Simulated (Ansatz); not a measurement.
**Where V_N puts its levels in the gap of AlN (P6_3mc)**

Wanted: the transition levels of a vacancy in AlN (P6_3mc), from a cell of 96 host atoms with 1 N taken out.

Main program and level: Ansatz 0.2.0; place-levels on r2SCAN runs: charge-transition levels and formation energies with image-charge correction and potential alignment at the atomic sites; PAW set soft_1.

### Step 1. Set-up

The cell holds 95 atoms: 48 Al and 47 N. Its edges and angles: a = 10.761 Å, b = 10.761 Å, c = 9.956 Å, α = 90.0°, β = 90.0°, γ = 120.0°. It derives from AlN (space group P6_3mc). Nearest the centre at fractional (0.667, 0.500, 0.440): Al52 at 1.89 Å, Al77 at 1.89 Å, Al78 at 1.89 Å, Al74 at 1.90 Å, N70 at 3.07 Å, N94 at 3.07 Å, N95 at 3.07 Å, N58 at 3.07 Å.

Screening for the image-charge correction: ε∞ = (4.49, 4.49, 4.72), ε0 = (8.15, 8.15, 9.65), computed on the host (DFPT, PBEsol, on the r2SCAN cell), and a cell off the functional's own equilibrium shifts the ionic part.

The cell's shortest repeat is 10.0 Å.

### Step 2. Charge states

Levels follow from differences of total energies between charge states, each relaxed by itself.

Random displacements of about 0.05 Å break the site symmetry at the start, so that the relaxation can reach a distorted minimum if there is one. Forces are taken at one point at (¼, ¼, ¼). The cell holds 1 electron more than the neutral one, with a uniform background that keeps it neutral on the whole.

The sampling was tested on the host first: at the k-points planned (1x1x1 shifted 0.25 0.25 0.25) its energy lies -0.001 eV an atom from the dense-mesh value, under the bound of 0.02 eV set for this test; that bounds the host's error, not the defect's.

One of the inputs; charge, spin and start change from state to state.

qm1.relax_smeared/input.yaml

```yaml
crystal:
  lattice:
    - [4.65978274, 2.69032688, 0.0]
    - [-4.65978279, 2.69032679, 0.0]
    - [0.0, 0.0, 4.97823886]
  atoms:
    - { symbol: Al, position: [0.0, 0.33333333, 0.49920333] }
    - { symbol: Al, position: [0.33333333, 0.0, 0.49920333] }
    - { symbol: Al, position: [0.66666667, 0.66666667, 0.49920333] }
    - { symbol: Al, position: [0.0, 0.66666667, 0.99920333] }
    - { symbol: Al, position: [0.33333333, 0.33333333, 0.99920333] }
    - { symbol: Al, position: [0.66666667, 0.0, 0.99920333] }
    - { symbol: "N", position: [0.0, 0.33333333, 0.88079667] }
    - { symbol: "N", position: [0.33333333, 0.0, 0.88079667] }
    - { symbol: "N", position: [0.66666667, 0.66666667, 0.88079667] }
    - { symbol: "N", position: [0.0, 0.66666667, 0.38079667] }
    - { symbol: "N", position: [0.33333333, 0.33333333, 0.38079667] }
    - { symbol: "N", position: [0.66666667, 0.0, 0.38079667] }
  supercell: [2, 2, 2]
  defects: [{ vacancy: 79 }]
total_charge: -1
basis:
  ecutwfc: 500
  xc_grid: 2
hamiltonian:
  xc: r2scan
  pseudopotentials: { kind: paw, azcp: { folder: soft_1 } }
kpoints:
  mp_grid: { grid: [1, 1, 1], shift: [0.25, 0.25, 0.25] }
scf:
  occupations: { method: fermi_dirac, width: 0.01 }
  max_iter: 60
output:
  forces: true
  charged_corrections: { epsilon: [4.49, 4.49, 4.72], static_epsilon: [8.15, 8.15, 9.65] }
relax:
  f_tol: 0.02
  max_steps: 80
  random_displacement: { amplitude: 0.05, seed: 1186 }
checkpoint:
  write: "../qm1.relax_smeared.run"
  compress: false
  write_wavefunctions: true
  write_every: 100000
```

Command:

```console
$ ansatz run input.yaml --threads 8 --pin off --max-ram 15073MiB --backend cpu --events-out ev --progress --plain --runs-dir out
```

Defect states can disperse in a cell of this size, so the energy is taken again at a 2×2×2 shifted mesh, on the relaxed structure.

The run of this state that the levels use, under r2SCAN:

qm1.point/input.yaml

```yaml
crystal:
  checkpoint: "../qm1.relax_smeared.run"
  host: checkpoint
total_charge: -1
basis:
  ecutwfc: 500
  xc_grid: 2
hamiltonian:
  xc: r2scan
  pseudopotentials: { kind: paw, azcp: { folder: soft_1 } }
kpoints:
  mp_grid: { grid: [2, 2, 2], shift: [0.5, 0.5, 0.5] }
scf:
  occupations: { method: fermi_dirac, width: 0.01 }
  max_iter: 60
output:
  forces: true
  eigenvalues: true
  charged_corrections:
    epsilon: [4.49, 4.49, 4.72]
    static_epsilon: [8.15, 8.15, 9.65]
    defect_position: [0.666667, 0.5, 0.440398]
  eigenstates: { localisation: true }
  populations: true
  band_densities: [{ bands: [v1, v1] }, { bands: [c1, c1] }]
  write_density: true
  write_potential: true
  volumetric_format: npy
  elf: true
checkpoint:
  read: "../qm1.relax_smeared.run"
  write: "../qm1.point.run"
  compress: false
  write_wavefunctions: false
  write_every: 100000
```

Relaxations under r2SCAN at one point at (¼, ¼, ¼); times on 8 threads of Arm Neoverse V2, shared host:

```
charge  moment (μB)  occupations        outcome  steps  largest displacement against the far atoms (Å)     time
    −1            0        fixed  not converged      -                                               -     37 s
    −1            0  fermi-dirac      converged     14                                            0.22  2.3 min
     0            1        fixed      converged      7                                            0.11    3 min
    +1            0        fixed      converged      5                                            0.09     55 s
    +2            1        fixed      converged      8                                            0.40  3.2 min
    +3            0        fixed      converged      8                                            0.65     88 s
    −1            2        fixed      converged     10                                            0.17  3.8 min
```

Single points under r2SCAN at a 2×2×2 shifted mesh; times on 8 threads of Arm Neoverse V2, shared host:

```
charge  moment (μB)  occupations    outcome     time
    −1            0  fermi-dirac  converged     62 s
     0            1  fermi-dirac  converged  2.6 min
    +1            0  fermi-dirac  converged     46 s
    +2            1  fermi-dirac  converged    2 min
    +3            0  fermi-dirac  converged     61 s
    −1            2  fermi-dirac  converged  2.8 min
```

Distances (Å) from the ideal centre to the nearest atoms after relaxation with r2SCAN:

```
charge  moment (μB)       1.       2.       3.       4.       5.       6.
    −1            0  Al 1.77  Al 1.81  Al 1.82  Al 1.88   N 2.94  Al 3.01
    −1            2  Al 1.74  Al 1.79  Al 1.82  Al 1.87  Al 3.02   N 3.05
     0            1  Al 1.86  Al 1.86  Al 1.87  Al 1.90   N 3.00   N 3.03
    +1            0  Al 1.93  Al 1.93  Al 1.94  Al 1.99   N 3.05   N 3.05
    +2            1  Al 2.09  Al 2.09  Al 2.09  Al 2.29   N 3.07   N 3.07
    +3            0  Al 2.30  Al 2.30  Al 2.31  Al 2.55   N 3.09   N 3.09
```

### Step 3. place-levels, r2SCAN

A charged cell interacts with its images and the background, and its potential has another zero than the host's. place-levels removes the first by a point-charge model, screened by the static dielectric constant since the ions have relaxed around the charge, and the second by comparing potentials at atoms far from the defect.

The host is a run of the defect-free crystal in the same cutoffs, grids and k-points, so that basis and sampling errors cancel in part in the differences. Its band edges come from a run of the primitive cell that searches the zone for them. The host is run in a cell of 24 atoms on a matching mesh. Chemical potentials are energies per atom of N (N2 molecule), run with the same functional and cutoff.

levels.point.yaml

```yaml
host:
  run: host.point.run
  levels_from: { run: edges.point.run }
states: [qm1.point.run, q0_M1.point.run, qp1.point.run, qp2_M1.point.run, qp3.point.run, qm1_M2.point.run]
geometry_from:
  qm1.point.run: qm1.relax_smeared.run
  q0_M1.point.run: q0_M1.relax.run
  qp1.point.run: qp1.relax.run
  qp2_M1.point.run: qp2_M1.relax.run
  qp3.point.run: qp3.relax.run
  qm1_M2.point.run: qm1_M2.relax.run
  host.point.run: host.relax.run
chemical_potentials:
  "N":
    energy: -384.814403
    dataset: "<sha256 of the dataset>"
epsilon: [4.49, 4.49, 4.72]
static_epsilon: [8.15, 8.15, 9.65]
vertical:
  - { from: qm1.point.run, to: qm1.point_neutral.run }
  - { from: qp1.point.run, to: qp1.point_neutral.run }
  - { from: qp2_M1.point.run, to: qp2_M1.point_neutral.run }
  - { from: qp3.point.run, to: qp3.point_neutral.run }
```

Command:

```console
$ ansatz place-levels levels.point.yaml -- --threads 8 --pin off --max-ram 15073MiB
```

Numbers of over 12 decimals in the logs are rounded to 6 here.

What it wrote:

```text
[... repeated set-up lines and file paths are left out, and long positions are rounded to six places ...]
(+3/+2) 0.025 eV beneath the valence edge, in the valence band
(+2/+1) 0.373 eV above the valence edge, 4.500 eV under the conduction edge
(+1/0) 3.592 eV above the valence edge, 1.281 eV under the conduction edge
(0/-1) 4.157 eV above the valence edge, 0.716 eV under the conduction edge
formation energy of charge +3: +2.555 eV with the Fermi level at the valence edge
formation energy of charge +2: +2.530 eV with the Fermi level at the valence edge
formation energy of charge +1: +2.903 eV with the Fermi level at the valence edge
formation energy of charge 0: +6.494 eV with the Fermi level at the valence edge
formation energy of charge -1: +10.652 eV with the Fermi level at the valence edge
vertical -1 to 0: no energy, since no alignment is typed
  the change from vertical[0].from (qm1.point.run) to vertical[0].to (qm1.point_neutral.run): by its potential at epsilon [4.49, 4.49, 4.72] it stands at 0.661 0.501 0.448, with an rms radius of about 2.0 Å (1.3 0.9 1.3 Å across the planes of the cell's [...]
vertical +1 to 0: no energy, since no alignment is typed
  the change from vertical[1].from (qp1.point.run) to vertical[1].to (qp1.point_neutral.run): by its potential at epsilon [4.49, 4.49, 4.72] it stands at 0.676 0.510 0.446, with an rms radius of about 2.3 Å (1.2 1.2 1.5 Å across the planes of the cell's [...]
vertical +2 to 0: no energy, since no alignment is typed
  the change from vertical[2].from (qp2_M1.point.run) to vertical[2].to (qp2_M1.point_neutral.run): by its potential at epsilon [4.49, 4.49, 4.72] it stands at 0.667 0.501 0.446, with an rms radius of about 2.6 Å (1.4 1.4 1.7 Å across the planes of the cell's [...]
vertical +3 to 0: no energy, since no alignment is typed
  the change from vertical[3].from (qp3.point.run) to vertical[3].to (qp3.point_neutral.run): by its potential at epsilon [4.49, 4.49, 4.72] it stands at 0.668 0.501 0.485, with an rms radius of about 2.4 Å (1.5 1.5 1.0 Å across the planes of the cell's [...]
  edges by r2scan of host.levels_from (edges.point.run), its mesh sampled to repeats of 29.87 Å (the valence edge +0.195 eV and the conduction edge -0.576 eV from those of the host's own run), gap 4.873 eV; the host is sampled to repeats of 21.52 Å
  the defect's cells are sampled to repeats of 21.52 Å, like sampling
  charge +3: -44200.7450 eV with its correction of +1.801 eV, at epsilon [8.15, 8.15, 9.65], aligned at sites: -0.1555 eV, mean over 48 atomic sites at or beyond 4.98 Å from the defect at [0.6667, 0.5000, 0.4404], with -0.007162 for the charge's moments and [...]
  charge +2: -44193.8466 eV with its correction of +0.731 eV, at epsilon [8.15, 8.15, 9.65], aligned at sites: -0.1111 eV, mean over 48 atomic sites at or beyond 4.98 Å from the defect at [0.6667, 0.5000, 0.4404], with -0.002692 for the charge's moments and [...]
  charge +1: -44186.5506 eV with its correction of +0.154 eV, at epsilon [8.15, 8.15, 9.65], aligned at sites: -0.0846 eV, mean over 48 atomic sites at or beyond 4.98 Å from the defect at [0.6667, 0.5000, 0.4404], with +0.000000 for the charge's moments and [...]
  charge 0: +0.000 eV for its dipole among its images, +0.000 omitted
  charge -1: -44164.9549 eV with its correction of +0.289 eV, at epsilon [8.15, 8.15, 9.65], aligned at sites: -0.0502 eV, mean over 48 atomic sites at or beyond 4.98 Å from the defect at [0.6667, 0.5000, 0.4404], with +0.000000 for the charge's moments and [...]
  charge -1: states[0] (qm1.point.run) stands 0.121 eV higher, with a moment of 0.00 μB against 2.00
  of states[4] (qp3.point.run): it parts from the run that its charge is read beside by 3 carriers, of which the mean alone is read, by its potential at epsilon [4.49, 4.49, 4.72], taken for that of held ions (one typed too small widens it): that is narrow, [...]
  of states[3] (qp2_M1.point.run): it parts from the run that its charge is read beside by 2 carriers, of which the mean alone is read, by its potential at epsilon [4.49, 4.49, 4.72], taken for that of held ions (one typed too small widens it): that is [...]
  of states[1] (q0_M1.point.run): its displacements don't fall off away from the defect: farther atoms stand 0.014 Å off the host's places. [...]
  of states[5] (qm1_M2.point.run): how wide its charge is, is not read beside other atoms or cores, and a band state would take no correction. [...]
  of states[0] (qm1.point.run): its displacements don't fall off away from the defect: farther atoms stand 0.025 Å off the host's places. [...]
  of vertical[0].from (qm1.point.run): its displacements don't fall off away from the defect: farther atoms stand 0.025 Å off the host's places. [...]
  of vertical[0].to (qm1.point_neutral.run): its displacements don't fall off away from the defect: farther atoms stand 0.025 Å off the host's places. [...]
  of vertical[1].to (qp1.point_neutral.run): stability_check_not_made
  of vertical[2].from (qp2_M1.point.run): stability_check_not_made; [...]
  of vertical[2].to (qp2_M1.point_neutral.run): its moments are held at its close (magnetization.spin_locking), by a field of 0.012 eV a Bohr magneton, and its energy and levels are of the state that this holds: a run that lets them go can end lower; [...]
  of vertical[3].from (qp3.point.run): its displacements don't fall off away from the defect: farther atoms stand 0.016 Å off the host's places. [...]
  of vertical[3].to (qp3.point_neutral.run): its displacements don't fall off away from the defect: farther atoms stand 0.016 Å off the host's places. [...]
```

Wall time 0.69 s (8 threads of Arm Neoverse V2, shared host).

Levels between the charges placed, in eV above the valence top:

```
        gap (eV)  (+3/+2)  (+2/+1)  (+1/0)  (0/−1)
r2SCAN      4.87    -0.02     0.37    3.59    4.16
```

Corrections by state:

```
charge  moment (μB)  image terms and alignment (eV)  band filling (eV)                               ε used  over the lowest of its charge, as the program ranks them, band filling apart (eV)
    +3          0.0                           1.801                  -  principal values (8.15, 8.15, 9.65)                                                                              0.000
    +2          1.0                           0.731                  -  principal values (8.15, 8.15, 9.65)                                                                              0.000
    +1          0.0                           0.154                  -  principal values (8.15, 8.15, 9.65)                                                                              0.000
     0          1.0                           0.000                  -                                    -                                                                              0.000
    −1          2.0                           0.289                  -  principal values (8.15, 8.15, 9.65)                                                                              0.000
    −1          0.0                           0.287                  -  principal values (8.15, 8.15, 9.65)                                                                              0.121
```

The charged structures listed were also run neutral, and place-levels reads from each pair, by the potential or the spins, how wide the charge is by which they differ; that can be the carrier of either run.

```
charge  rms radius (Å)  spread where it is widest against the cell (Å)  wide from (Å)  reading
    +3             2.4                                            1.53           1.61   narrow
    +2             2.6                                            1.68           1.72   narrow
    +1             2.3                                            1.51           1.72   narrow
```

The neutral runs of these pairs need not share the spin of the lowest neutral state, and very wide values only mean spread over the cell.

From the program's caveats on the states, each cut to its opening words:

- charge +3: it parts from the run that its charge is read beside by 3 carriers, of which the mean alone is read, by its potential at epsilon [4.49, 4.49, 4.72], taken for [...]
- charge +3: the far atoms show a dipole or second moment of the defect's charge, for which the correction takes or leaves out 0.1 eV: further moments aren't read, and the [...]
- charge +3: its displacements don't fall off away from the defect: farther atoms stand 0.016 Å off the host's places
- charge +2 (1 μB): it parts from the run that its charge is read beside by 2 carriers, of which the mean alone is read, by its potential at epsilon [4.49, 4.49, 4.72], taken for [...]
- charge +2 (1 μB), 0 (1 μB), −1 (2 μB): flagged: stability check not made
- charge 0 (1 μB): its displacements don't fall off away from the defect: farther atoms stand 0.014 Å off the host's places
- charge −1 (2 μB): how wide its charge is, is not read beside other atoms or cores, and a band state would take no correction
- charge −1 (2 μB): its displacements don't fall off away from the defect: farther atoms stand 0.015 Å off the host's places
- charge −1: its displacements don't fall off away from the defect: farther atoms stand 0.025 Å off the host's places

Chemical potentials of the elements' reference phases, run alike. Formation energies (elemental references), with the Fermi level at the valence top and at the conduction bottom (gap 4.87 eV):

```
charge  at valence top (eV)  at conduction bottom (eV)  correction included (eV)
    +3                 2.55                      17.17                      1.80
    +2                 2.53                      12.28                      0.73
    +1                 2.90                       7.78                      0.15
     0                 6.49                       6.49                      0.00
    −1                10.65                       5.78                      0.29
```

```tsv
Fermi level (eV)	lowest formation energy (eV)
0.00	2.53
0.44	3.35
0.89	3.79
1.33	4.23
1.77	4.67
2.21	5.12
2.66	5.56
3.10	6.01
3.55	6.45
3.99	6.49
4.43	6.22
4.87	5.78
```

### Step 4. Summary of results

* gap of the host: 4.87 eV (r2SCAN)
* level (plus 3/plus 2): 0.02 eV below the valence top
* level (plus 2/plus 1): 0.37 eV above the valence top
* level (plus 1/0): 3.59 eV above the valence top
* level (0/minus 1): 4.16 eV above the valence top
* lowest of the charges placed, just above the valence top (0.02 eV): +2
* lowest of the charges placed, just below the conduction bottom (0.02 eV): −1
* lowest formation energy at mid-gap of the charges run, elemental references: 5.34 eV

Of the charges placed (−1, 0, +1, +2 and +3), the lowest changes at 0.37 eV (+2/+1), 3.59 eV (+1/0) and 4.16 eV (0/−1) above the valence top, in a gap of 4.87 eV. (+2/+1) lies nearer to a band edge than the share of the finite-size correction in it (0.58 eV), and that correction holds for a localised charge alone. (+3/+2) lies 0.02 eV from a band edge, less than the doubt on such levels. Charges below −1 were not placed, so these runs say nothing of levels that involve them. States placed: +3 at 0 μB; +2 at 1 μB; +1 at 0 μB; 0 at 1 μB; −1 at 2 μB and 0 μB. Other spin states or structures, where not listed, weren't placed. Corrections reach 1.8 eV, so the cell is small for these charges and their levels are rough. Keep in mind: r2SCAN makes the gap too small and tends to spread out bound carriers; where a gas molecule sets a chemical potential or the host's formation energy, its binding is uncorrected.

[Logs are printed without paths, hosts, clocks, repeated set-up lines and the standing remarks that a program may print on its own settings, such as how far it seeks lower states.]

[Hosts, paths, dates, database ids (printed as entryN), source tags and the programs' standing remarks are cut or masked in the printed files.]

[Where a table of states has a column of steps, it counts the stored structures, which are thinned; the runs took as many ionic steps or more.]

[A defect's name tells the site on which it was built; relaxed atoms can leave that site.]

[For some hosts the program warned that the k-mesh of the response run may be too coarse for force constants and the static dielectric constant; such warnings are not shown here.]
